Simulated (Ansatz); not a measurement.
This run works on a generated trial structure, not on a known crystal.

Input and command of a plane-wave DFT calculation in Ansatz:

```yaml
crystal:
  lattice:
    - [-1.9227939461, 1.9227939461, 8.1242230104]
    - [1.9227939461, -1.9227939461, 8.1242230104]
    - [1.9227939461, 1.9227939461, -8.1242230104]
  atoms:
    - { symbol: In, position: [0.8335804604, 0.8335804604, 0.0] }
    - { symbol: In, position: [0.1664195396, 0.1664195396, 0.0] }
    - { symbol: Ga, position: [0.5, 0.5, 0.0] }
    - { symbol: P, position: [0.0, 0.0, 0.0] }
    - { symbol: P, position: [0.6617027676, 0.6617027676, 0.0] }
    - { symbol: P, position: [0.3382972324, 0.3382972324, 0.0] }
basis:
  ecutwfc: 420
kpoints:
  mp_grid: { grid: [14, 14, 14] }
hamiltonian:
  xc: pbe
scf:
  occupations: { method: gaussian, width: 0.1 }
output:
  forces: true
  stress: true
  eigenvalues: true
  write_density: true
  write_potential: true
  elf: true
  volumetric_format: npy
relax:
  adjacent_minimum: "off"
  f_tol: 0.01
  max_steps: 80
  cell: { stress_tol: 0.05 }
```

```bash
ansatz run input.yaml --threads 1 --pin off --max-ram 2560MiB --backend cpu --events-out ev --progress --plain --runs-dir out
```

Processor: Arm Neoverse V2, 1 thread, on a host shared with other jobs.

Problem. How long does it run, and how much memory does it take?

Solution. About 5.8 min, peak memory 0.94 GiB. It solves 33 bands at 244 k points (after reduction by symmetry) with about 2343 plane waves (on the last cell), in 25 SCF iterations over 4 ionic steps.
